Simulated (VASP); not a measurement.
# CaSe (Pm-3m) in VASP: a series of runs

One crystal, CaSe, is run at these levels: PBE, HSE06, r2SCAN; tasks: single point.

All numbers are computed with VASP 6.6.1; they aren't measurements. Logs are shortened: lines on timing, memory, paths and dates and some standing lists are left out, and cuts for length are marked.

## Step 1: The structure

The structure is cubic, space group Pm-3m (No. 221). Conventional cell: a = 3.635 Å, b = 3.635 Å, c = 3.635 Å, α = 90.00°, β = 90.00°, γ = 90.00°. Ca (site symmetry m-3m) has 8 Se at 3.15 Å as nearest neighbours. Se (site symmetry m-3m) has 8 Ca at 3.15 Å as nearest neighbours.

The cell was built by a generator and needn't be a form met in nature.

## Step 2: Single point, PBE

INCAR

```
SYSTEM = CaSe
PREC     = Accurate       ! precision mode
ENCUT    = 520            ! plane-wave cutoff, eV
EDIFF    = 1E-6           ! SCF threshold, eV
ISMEAR   = 0              ! smearing method
SIGMA    = 0.01           ! smearing width, eV
LREAL    = .FALSE.        ! projectors in reciprocal space
LASPH    = .TRUE.         ! aspherical terms in the spheres
NELM     = 80             ! most SCF steps
ALGO     = Normal         ! electronic algorithm
ISIF     = 2              ! what is computed and relaxed
LWAVE    = .FALSE.        ! write WAVECAR
LCHARG   = .FALSE.        ! write CHGCAR
GGA      = PE             ! functional
NBANDS   = 15             ! bands
```

KPOINTS

```
Automatic mesh
0
G
  6 6 6
  0 0 0
```

POSCAR

```
CaSe
1.0
    3.6347849122      0.0000000000      0.0000000000
    0.0000000000      3.6347849122      0.0000000000
    0.0000000000      0.0000000000      3.6347849122
Ca Se
1 1
Direct
    0.0000000000      0.0000000000      0.0000000000
    0.5000000000      0.5000000000      0.5000000000
```

Potentials or basis: VASP PAW PBE potentials, release 64 (Ca_sv, Se).

Launch:

```
cat potpaw_PBE.64/Ca_sv/POTCAR potpaw_PBE.64/Se/POTCAR > POTCAR
mpirun -np 1 vasp_std > vasp.out
```

OUTCAR:

```text
SYSTEM = CaSe
   PREC = Accurate
   ENCUT = 520
   EDIFF = 1E-6
   ISMEAR = 0
   LREAL = .FALSE.
   LASPH = .TRUE.
   NELM = 80
   ISIF = 2
   GGA = PE

 ion  position               nearest neighbor table
   1  0.000  0.000  0.000-
   2  0.500  0.500  0.500-

  LATTYP: Found a simple cubic cell.
 ALAT       =     3.6347849122

  Lattice vectors:

 A1 = (   3.6347849122,   0.0000000000,   0.0000000000)
 A2 = (   0.0000000000,   3.6347849122,   0.0000000000)
 A3 = (   0.0000000000,   0.0000000000,   3.6347849122)

Analysis of symmetry for initial positions (statically):
=====================================================================
 Subroutine PRICEL returns:
 Original cell was already a primitive cell.

 Routine SETGRP: Setting up the symmetry group for a
 simple cubic supercell.

 Subroutine GETGRP returns: Found 48 space group operations
 (whereof 48 operations were pure point group operations)
 out of a pool of 48 trial point group operations.

The static configuration has the point symmetry O_h .

Analysis of symmetry for dynamics (positions and initial velocities):
=====================================================================
 Subroutine PRICEL returns:
 Original cell was already a primitive cell.

 Routine SETGRP: Setting up the symmetry group for a
 simple cubic supercell.

 Subroutine GETGRP returns: Found 48 space group operations
 (whereof 48 operations were pure point group operations)
 out of a pool of 48 trial point group operations.

The dynamic configuration has the point symmetry O_h .

 Subroutine INISYM returns: Found 48 space group operations
 (whereof 48 operations are pure point group operations),
 and found     1 'primitive' translations

----------------------------------------------------------------------------------------

                                     Primitive cell

  volume of cell :      48.0215

  direct lattice vectors                    reciprocal lattice vectors
     3.634784912  0.000000000  0.000000000     0.275119443  0.000000000  0.000000000
     0.000000000  3.634784912  0.000000000     0.000000000  0.275119443  0.000000000
     0.000000000  0.000000000  3.634784912     0.000000000  0.000000000  0.275119443

  length of vectors
     3.634784912  3.634784912  3.634784912     0.275119443  0.275119443  0.275119443

  position of ions in fractional coordinates (direct lattice)
     0.000000000  0.000000000  0.000000000
     0.500000000  0.500000000  0.500000000

  ion indices of the primitive-cell ions
[... 81 lines left out ...]
   NELECT =      16.0000    total number of electrons
   NUPDOWN=      -1.0000    fix difference up-down
   EMIN   =  10.00;   EMAX   =-10.00  energy-range for DOS
   EFERMI =   0.00;   METHOD = LEGACY
   ISMEAR =     0;   SIGMA  =   0.01  broadening in eV -4-tet -1-fermi 0-gaus
   EFERMI_NEDOS =   21; number of points for ismear=-14 and -15
   IALGO  =     38    algorithm
   IMIX   =      4    mixing-type and parameters
     AMIX     =   0.40;   BMIX     =  1.00
     AMIX_MAG =   1.60;   BMIX_MAG =  1.00
  volume/ion in A,a.u.               =      24.01       162.03
  Fermi-wavevector in a.u.,A,eV,Ry     =   1.134931  2.144709 17.525233  1.288068
  Thomas-Fermi vector in A             =   2.271635
   LORBIT       =      0    0 simple, 1 ext, 2 COOP (PROOUT), +10 PAW based schemes
   GGA     = PE    functional components
   LHFCALC =     F    Hartree Fock is set to
   AEXX    =    0.0000 exact exchange contribution
   IVDW    =     0    specifies the selected vdW correction
   LEPSILON=     F    determine dielectric tensor
   LRPA    =     F    only Hartree local field effects (RPA)
 non-spin polarized calculation
 Gauss-broadening in eV      SIGMA  =   0.01
  energy-cutoff  :      520.00
  volume of cell :       48.02
 maximum number of plane-waves:      1328
 NGX is ok and might be reduce to    28
   NGX = 13   NGY = 13   NGZ = 13

 number of electron      16.0000007 magnetization

 Free energy of the ion-electron system (eV)
  ---------------------------------------------------
  ext. energy  EPLUGINS =         0.00000000
  ---------------------------------------------------
  free energy    TOTEN  =        -8.79343299 eV

  energy without entropy =       -8.79343299  energy(sigma->0) =       -8.79343299

 E-fermi :   4.3390     XC(G=0):  -9.5811

 val. band max:        4.2536761706   @ k =   0.5000   0.5000   0.0000
 cond. band min:       5.0113675532   @ k =   0.5000   0.5000   0.0000
 fundamental gap:      0.7576913826
 Fermi energy:         4.3390303551

 k-point     1 :       0.0000    0.0000    0.0000
  band No.  band energies     occupation
      1     -37.0725      2.00000
      2     -18.0102      2.00000
      3     -18.0102      2.00000
      4     -18.0102      2.00000
      5      -8.7832      2.00000
      6       3.3873      2.00000
      7       3.3873      2.00000
      8       3.3873      2.00000
      9       5.3331      0.00000
     10       5.3331      0.00000
     11       6.3372      0.00000
     12       8.6273      0.00000
     13       8.6273      0.00000
     14       8.6273      0.00000
[... 329 lines left out ...]
      2     -18.1271      2.00000
      3     -18.1271      2.00000
      4     -18.1271      2.00000
      5      -7.1699      2.00000
      6       0.5541      2.00000
      7       0.5541      2.00000
      8       0.5541      2.00000
      9       8.1025      0.00000
     10       8.1025      0.00000
     11       8.1025      0.00000
     12       9.6761      0.00000
     13       9.6761      0.00000
     14      10.0305      0.00000
     15      10.0305      0.00000

------------------------ aborting loop because EDIFF is reached ----------------------------------------

  FORCE on cell =-STRESS in cart. coord.  units (eV):
  Direction    XX          YY          ZZ          XY          YZ          ZX
  --------------------------------------------------------------------------------------
  -------------------------------------------------------------------------------------
  Total        0.2585220      0.2585220      0.2585220     -0.0000000      0.0000000     -0.0000000
  in kB        8.6252558      8.6252558      8.6252558     -0.0000000      0.0000000     -0.0000000
  external PRESSURE =       8.6252558 kB  Pullay stress =       0.0000000 kB

 VOLUME and BASIS-vectors are now :
 -----------------------------------------------------------------------------
  energy-cutoff  :      520.00
  volume of cell :       48.02
      direct lattice vectors                 reciprocal lattice vectors
     3.634784912  0.000000000  0.000000000     0.275119443  0.000000000  0.000000000
     0.000000000  3.634784912  0.000000000     0.000000000  0.275119443  0.000000000
     0.000000000  0.000000000  3.634784912     0.000000000  0.000000000  0.275119443

 POSITION                                       TOTAL-FORCE (eV/Angst)
 -----------------------------------------------------------------------------------
      0.00000      0.00000      0.00000         0.000000      0.000000      0.000000
      1.81739      1.81739      1.81739         0.000000      0.000000      0.000000
 -----------------------------------------------------------------------------------
    total drift:                               -0.000000      0.000000      0.000000

  FREE ENERGIE OF THE ION-ELECTRON SYSTEM (eV)
  ---------------------------------------------------
  free  energy   TOTEN  =        -8.7934329881 eV

  energy  without entropy=       -8.7934329881  energy(sigma->0) =       -8.79343299
```

stdout:

```text
POSCAR found type information on POSCAR CaSe
 POSCAR found :  2 types and       2 ions
 scaLAPACK will be used
 LDA part: xc-table for (Slater+PW92), standard interpolation
 POSCAR, INCAR and KPOINTS ok, starting setup
 FFT: planning ... GRIDC
 FFT: planning ... GRID_SOFT
 FFT: planning ... GRID
 WAVECAR not read
 entering main loop
```

Run time: 7.6 s. Hardware: 1 thread of AMD EPYC 9R45 (Zen 5), shared host; peak memory 0.13 GiB.

Results:

| Property | Result |
| --- | --- |
| Free energy | -8.7934 eV |
| Pressure | 0.9 GPa |
| Band gap on the k mesh | 0.76 eV, direct |

Levels at points of the mesh, in eV from the valence-band top:
```
           k point  band 4  band 5  band 6  band 7  band 8  band 9  band 10  band 11  band 12  band 13
(0.00, 0.00, 0.00)  -22.26  -13.04   -0.87   -0.87   -0.87    1.08     1.08     2.08     4.37     4.37
(0.50, 0.00, 0.00)  -22.25  -12.30   -4.92   -1.05   -1.05    2.01     4.62     4.63     4.79     5.29
(0.50, 0.50, 0.00)  -22.23  -11.99   -3.56   -3.56    0.00    0.76     2.93     3.17     3.17     5.35
(0.50, 0.50, 0.50)  -22.38  -11.42   -3.70   -3.70   -3.70    3.85     3.85     3.85     5.42     5.42
```

A k mesh can miss the band edges. PBE gaps usually lie below the measured ones, often by a third to a half.

## Step 3: Single point, HSE06

POSCAR is that of step 2.

INCAR.step1

```
PREC = Accurate
ENCUT = 520
EDIFF = 1E-5
ISMEAR = 0
SIGMA = 0.01
LREAL = False
LASPH = True
NELM = 60
ALGO = Normal
ISIF = 2
LWAVE = True
LCHARG = False
GGA = PE
NBANDS = 15
```

INCAR.step2

```
PREC = Accurate
ENCUT = 520
EDIFF = 1E-6
ISMEAR = 0
SIGMA = 0.01
LREAL = False
LASPH = True
NELM = 60
ALGO = Normal
ISIF = 2
LWAVE = False
LCHARG = False
GGA = PE
LHFCALC = True
HFSCREEN = 0.2079
PRECFOCK = Normal
ISTART = 1
NBANDS = 15
```

KPOINTS

```
Automatic mesh
0
Gamma
  4 4 4
```

Potentials or basis: VASP PAW PBE potentials, release 64 (Ca_sv, Se).

Launch:

```
cat potpaw_PBE.64/Ca_sv/POTCAR potpaw_PBE.64/Se/POTCAR > POTCAR
cp INCAR.step1 INCAR
mpirun -np 1 vasp_std > vasp.out
cp INCAR.step2 INCAR
mpirun -np 1 vasp_std > vasp.out
```

It took 5.6 min on 1 thread of AMD EPYC 9R45 (Zen 5), shared host; peak memory 0.25 GiB.

It converged, with:

* Free energy: -9.8918 eV
* Pressure: 0.5 GPa
* Band gap on the k mesh: 1.54 eV, direct

Levels at points of the mesh, in eV from the valence-band top:
```tsv
k point	band 6	band 7	band 8	band 9	band 10	band 11
(0.00, 0.00, 0.00)	-0.98	-0.98	-0.98	2.02	2.02	2.91
(0.50, 0.00, 0.00)	-5.38	-1.10	-1.10	3.17	5.50	6.11
(0.50, 0.50, 0.00)	-3.93	-3.93	0.00	1.54	4.07	4.35
(0.50, 0.50, 0.50)	-4.02	-4.02	-4.02	4.59	4.59	4.59
```

Caveat: the k mesh is coarse (spacing up to 0.43 Å⁻¹), so the values aren't converged, least of all with exact exchange; the PAW data sets were made with another functional, which shifts forces and pressure a little. A k mesh can miss the band edges.

## Step 4: Single point, r2SCAN

POSCAR is that of step 3.

INCAR.step1

```
  PREC = Accurate
  ENCUT = 520
  ISMEAR = 0
  SIGMA = 0.01
  LREAL = False
  LASPH = True
  NELM = 60
  NBANDS = 15
  GGA = PE
  ALGO = Normal
  EDIFF = 1E-4
  LWAVE = True
  LCHARG = False
```

INCAR.step2

```
  PREC = Accurate
  ENCUT = 520
  EDIFF = 1E-6
  ISMEAR = 0
  SIGMA = 0.01
  LREAL = False
  LASPH = True
  NELM = 60
  ALGO = Normal
  ISIF = 2
  LWAVE = False
  LCHARG = False
  METAGGA = R2SCAN
  LMIXTAU = True
  NBANDS = 15
  ISTART = 1
```

KPOINTS

```
Automatic mesh
0
Gamma
  6 6 6
```

Launch:

```
cat potpaw_PBE.64/Ca_sv/POTCAR potpaw_PBE.64/Se/POTCAR > POTCAR
cp INCAR.step1 INCAR
mpirun -np 1 vasp_std > vasp.out
cp INCAR.step2 INCAR
mpirun -np 1 vasp_std > vasp.out
```

Run time: 31 s. Hardware: 1 thread of AMD EPYC 9R45 (Zen 5), shared host; peak memory 0.14 GiB.

It converged, with:

| Property | Result |
| --- | --- |
| Free energy | -25.2201 eV |
| Pressure | 0.2 GPa |
| Band gap on the k mesh | 1.24 eV, direct |

Levels at points of the mesh, in eV from the valence-band top:
| k point | band 4 | band 5 | band 6 | band 7 | band 8 | band 9 | band 10 | band 11 | band 12 | band 13 |
| --- | --- | --- | --- | --- | --- | --- | --- | --- | --- | --- |
| (0.00, 0.00, 0.00) | -23.06 | -13.48 | -0.89 | -0.89 | -0.89 | 1.52 | 1.52 | 2.90 | 4.86 | 4.86 |
| (0.50, 0.00, 0.00) | -23.04 | -12.71 | -4.95 | -1.04 | -1.04 | 2.49 | 5.14 | 5.28 | 5.37 | 5.81 |
| (0.50, 0.50, 0.00) | -23.03 | -12.38 | -3.64 | -3.64 | 0.00 | 1.24 | 3.48 | 3.62 | 3.62 | 5.84 |
| (0.50, 0.50, 0.50) | -23.17 | -11.78 | -3.77 | -3.77 | -3.77 | 4.39 | 4.39 | 4.39 | 5.91 | 5.91 |

Caveat: the PAW data sets were made with another functional, which shifts forces and pressure a little. A k mesh can miss the band edges.

## Step 5: Summary

```tsv
level	k mesh	exchange at q = 0	grid for exact exchange (PRECFOCK)	screening parameter	mesh quality	gap on the mesh (eV)	pressure (GPa)
PBE	6 × 6 × 6	-	-	-	not flagged	0.76	0.9
HSE06	4 × 4 × 4	truncated	Normal	0.2079 1/A	coarse	1.54	0.5
r2SCAN	6 × 6 × 6	-	-	-	not flagged	1.24	0.2
```

Alike in all rows: task single point; potentials or basis VASP PAW PBE potentials, release 64 (Ca_sv, Se); no spin polarisation; cell as given; cutoff (eV) 520; smearing gaussian 0.01 eV.

Caveats: some runs use coarse meshes; the PAW data sets were made with another functional, which shifts forces and pressure a little (some runs).

Total energies depend on the potentials used, so only differences within one code and one set of settings carry meaning.
